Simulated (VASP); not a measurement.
# AgCl (Fm-3m) in VASP: further runs, part 3 of 3

VASP 6.6.1.

## (7) Single point, PBE (24.29 Å³/atom)

This run uses another cell than the first one, of 24.29 Å³/atom.

The input, INCAR:

```
SYSTEM = AgCl
PREC     = Accurate       ! precision mode
ENCUT    = 500            ! plane-wave cutoff, eV
EDIFF    = 1E-6           ! SCF threshold, eV
ISMEAR   = 0              ! smearing method
SIGMA    = 0.02           ! smearing width, eV
LREAL    = .False.        ! projectors in reciprocal space
LASPH    = .True.         ! aspherical terms in the spheres
NELM     = 120            ! most SCF steps
ALGO     = Normal         ! electronic algorithm
ISIF     = 2              ! what is computed and relaxed
LWAVE    = .False.        ! write WAVECAR
LCHARG   = .False.        ! write CHGCAR
GGA      = PE             ! functional
NBANDS   = 16             ! bands
GGA_COMPAT= .False.
```

The input, KPOINTS:

```
Automatic mesh
0
Gamma
  8 8 8
  0 0 0
```

The input, POSCAR:

```
AgCl
1.0
    0.0000000000      2.8958986724      2.8958986724
    2.8958986724      0.0000000000      2.8958986724
    2.8958986724      2.8958986724      0.0000000000
Ag Cl
1 1
Direct
    0.0000000000      0.0000000000      0.0000000000
    0.5000000000      0.5000000000      0.5000000000
```

Potentials or basis: VASP PAW PBE potentials, release 64 (Ag, Cl).

On the command line:

```sh
> cat potpaw_PBE.64/Ag/POTCAR potpaw_PBE.64/Cl/POTCAR > POTCAR
> mpirun -np 1 vasp_std > vasp.out
```

OUTCAR:

```text
SYSTEM = AgCl
   PREC = Accurate
   ENCUT = 500
   EDIFF = 1E-6
   ISMEAR = 0
   LREAL = .False.
   LASPH = .True.
   NELM = 120
   ISIF = 2
   GGA = PE

 ion  position               nearest neighbor table
   1  0.000  0.000  0.000-   2 2.90   2 2.90   2 2.90   2 2.90   2 2.90   2 2.90
   2  0.500  0.500  0.500-   1 2.90   1 2.90   1 2.90   1 2.90   1 2.90   1 2.90

  LATTYP: Found a face centered cubic cell.
 ALAT       =     5.7917973448

  Lattice vectors:

 A1 = (   0.0000000000,   2.8958986724,   2.8958986724)
 A2 = (   2.8958986724,   0.0000000000,   2.8958986724)
 A3 = (   2.8958986724,   2.8958986724,   0.0000000000)

Analysis of symmetry for initial positions (statically):
=====================================================================
 Subroutine PRICEL returns:
 Original cell was already a primitive cell.

 Routine SETGRP: Setting up the symmetry group for a
 face centered cubic supercell.

 Subroutine GETGRP returns: Found 48 space group operations
 (whereof 48 operations were pure point group operations)
 out of a pool of 48 trial point group operations.

The static configuration has the point symmetry O_h .

Analysis of symmetry for dynamics (positions and initial velocities):
=====================================================================
 Subroutine PRICEL returns:
 Original cell was already a primitive cell.

 Routine SETGRP: Setting up the symmetry group for a
 face centered cubic supercell.

 Subroutine GETGRP returns: Found 48 space group operations
 (whereof 48 operations were pure point group operations)
 out of a pool of 48 trial point group operations.

The dynamic configuration has the point symmetry O_h .

 Subroutine INISYM returns: Found 48 space group operations
 (whereof 48 operations are pure point group operations),
 and found     1 'primitive' translations

----------------------------------------------------------------------------------------

                                     Primitive cell

  volume of cell :      48.5713

  direct lattice vectors                    reciprocal lattice vectors
[... 109 lines left out ...]
  Fermi-wavevector in a.u.,A,eV,Ry     =   1.175905  2.222139 18.813497  1.382753
  Thomas-Fermi vector in A             =   2.312278
   LORBIT       =      0    0 simple, 1 ext, 2 COOP (PROOUT), +10 PAW based schemes
   GGA     = PE    functional components
   LHFCALC =     F    Hartree Fock is set to
   AEXX    =    0.0000 exact exchange contribution
   IVDW    =     0    specifies the selected vdW correction
   LEPSILON=     F    determine dielectric tensor
   LRPA    =     F    only Hartree local field effects (RPA)
 non-spin polarized calculation
 Gauss-broadening in eV      SIGMA  =   0.02
  energy-cutoff  :      500.00
  volume of cell :       48.57
 maximum number of plane-waves:      1249
 NGX is ok and might be reduce to    30
   NGX = 15   NGY = 15   NGZ = 15

 number of electron      18.0000008 magnetization

 Free energy of the ion-electron system (eV)
  ---------------------------------------------------
  ext. energy  EPLUGINS =         0.00000000
  ---------------------------------------------------
  free energy    TOTEN  =        -5.35317898 eV

  energy without entropy =       -5.35317898  energy(sigma->0) =       -5.35317898

 E-fermi :   2.4054     XC(G=0):  -9.2976

 val. band max:        2.2809423343   @ k =   0.5000   0.0000   0.0000
 cond. band min:       3.2540492236   @ k =   0.0000   0.0000   0.0000
 fundamental gap:      0.9731068893
 Fermi energy:         2.4054291528

 k-point     1 :       0.0000    0.0000    0.0000
  band No.  band energies     occupation
      1     -12.0618      2.00000
      2       0.2898      2.00000
      3       0.2898      2.00000
      4       0.2898      2.00000
      5       0.3248      2.00000
      6       0.3248      2.00000
[... 433 lines left out ...]
      3      -1.0025      2.00000
      4      -0.9878      2.00000
      5       0.5034      2.00000
      6       0.5553      2.00000
[... 8 lines left out ...]
     15      15.4700      0.00000
     16      16.9230      0.00000

 [... further k-points ...]

------------------------ aborting loop because EDIFF is reached ----------------------------------------

  FORCE on cell =-STRESS in cart. coord.  units (eV):
  Direction    XX          YY          ZZ          XY          YZ          ZX
  --------------------------------------------------------------------------------------
  -------------------------------------------------------------------------------------
  Total       -0.9667155     -0.9667155     -0.9667155      0.0000000      0.0000000     -0.0000000
  in kB      -31.8881383    -31.8881383    -31.8881383      0.0000000      0.0000000     -0.0000000
  external PRESSURE =     -31.8881383 kB  Pullay stress =       0.0000000 kB

 VOLUME and BASIS-vectors are now :
 -----------------------------------------------------------------------------
  energy-cutoff  :      500.00
  volume of cell :       48.57
      direct lattice vectors                 reciprocal lattice vectors
     0.000000000  2.895898672  2.895898672    -0.172657975  0.172657975  0.172657975
     2.895898672  0.000000000  2.895898672     0.172657975 -0.172657975  0.172657975
     2.895898672  2.895898672  0.000000000     0.172657975  0.172657975 -0.172657975

 POSITION                                       TOTAL-FORCE (eV/Angst)
 -----------------------------------------------------------------------------------
      0.00000      0.00000      0.00000         0.000000     -0.000000      0.000000
      2.89590      2.89590      2.89590        -0.000000      0.000000     -0.000000
 -----------------------------------------------------------------------------------
    total drift:                               -0.000000      0.000000      0.000000

  FREE ENERGIE OF THE ION-ELECTRON SYSTEM (eV)
  ---------------------------------------------------
  free  energy   TOTEN  =        -5.3531789817 eV

  energy  without entropy=       -5.3531789817  energy(sigma->0) =       -5.35317898
```

OSZICAR:

```text
N       E                     dE             d eps       ncg     rms          rms(c)
DAV:   1     0.981344343389E+02    0.98134E+02   -0.84738E+03   928   0.973E+02
DAV:   2    -0.160597133836E+01   -0.99740E+02   -0.91544E+02  1144   0.211E+02
DAV:   3    -0.554438142117E+01   -0.39384E+01   -0.39289E+01  1208   0.448E+01
DAV:   4    -0.557316599398E+01   -0.28785E-01   -0.28783E-01  1128   0.408E+00
DAV:   5    -0.557358236982E+01   -0.41638E-03   -0.41637E-03  1216   0.489E-01    0.433E+00
DAV:   6    -0.535857586650E+01    0.21501E+00   -0.28788E-01  1184   0.651E+00    0.289E+00
DAV:   7    -0.535365089065E+01    0.49250E-02   -0.95852E-02  1024   0.211E+00    0.167E+00
DAV:   8    -0.535299570667E+01    0.65518E-03   -0.60596E-03  1160   0.771E-01    0.250E-01
DAV:   9    -0.535306872948E+01   -0.73023E-04   -0.55161E-04  1120   0.328E-01    0.556E-02
DAV:  10    -0.535317143560E+01   -0.10271E-03   -0.18126E-04  1120   0.114E-01    0.397E-02
DAV:  11    -0.535317915551E+01   -0.77199E-05   -0.76244E-06  1168   0.190E-02    0.535E-03
DAV:  12    -0.535317898171E+01    0.17380E-06   -0.16323E-07   776   0.378E-03
   1 F= -.53531790E+01 E0= -.53531790E+01  d E =-.263405E-20
```

stdout:

```text
POSCAR found type information on POSCAR AgCl
 POSCAR found :  2 types and       2 ions
 scaLAPACK will be used
 LDA part: xc-table for (Slater+PW92), standard interpolation
 POSCAR, INCAR and KPOINTS ok, starting setup
 FFT: planning ... GRIDC
 FFT: planning ... GRID_SOFT
 FFT: planning ... GRID
 WAVECAR not read
 entering main loop
```

Wall time 46 s (1 thread of AMD EPYC 7R13, shared host); peak memory 0.15 GiB.

Results:

| Item | Value |
| --- | --- |
| Free energy | -5.3532 eV |
| Pressure | -3.2 GPa |
| Band gap on the k mesh | 0.97 eV (least direct gap 2.78 eV) |

Caveat: the cell stands under tension.

## (8) The runs side by side

```csv
cell,gap on the mesh (eV),pressure (GPa)
"a = 3.886 Å, angles 60.0°, 2 atoms",0.90,2.9
"a = 3.927 Å, angles 60.0°, 2 atoms",0.91,1.3
"a = 3.967 Å, angles 60.0°, 2 atoms",0.92,-0.1
"a = 4.007 Å, angles 60.0°, 2 atoms",0.93,-1.2
"a = 4.045 Å, angles 60.0°, 2 atoms",0.95,-2.2
"a = 4.095 Å, angles 60.0°, 2 atoms",0.97,-3.2
```

Alike in all rows: task single point; level PBE; potentials or basis VASP PAW PBE potentials, release 64 (Ag, Cl); no spin polarisation; k mesh 8 × 8 × 8; cutoff (eV) 500; smearing gaussian 0.02 eV.

Caveats: the cell stands under tension (at least some runs).

Absolute energies hang on the potentials; compare differences alone.

## (9) Against experiment

Step 4. Against the measured gap of AgCl, 3.249 eV (indirect; a printed reference work, data compilation), the calculated 0.92 eV is off by -2.33 eV. So large a miss can be the level of theory's own, or it may mean another phase, state or a wrong row. Spin-orbit coupling on Ag is left out. The value is that of PBE on a finite k mesh, which can miss the band edges, without temperature or zero-point motion. Semilocal functionals fall short of measured gaps as a rule.
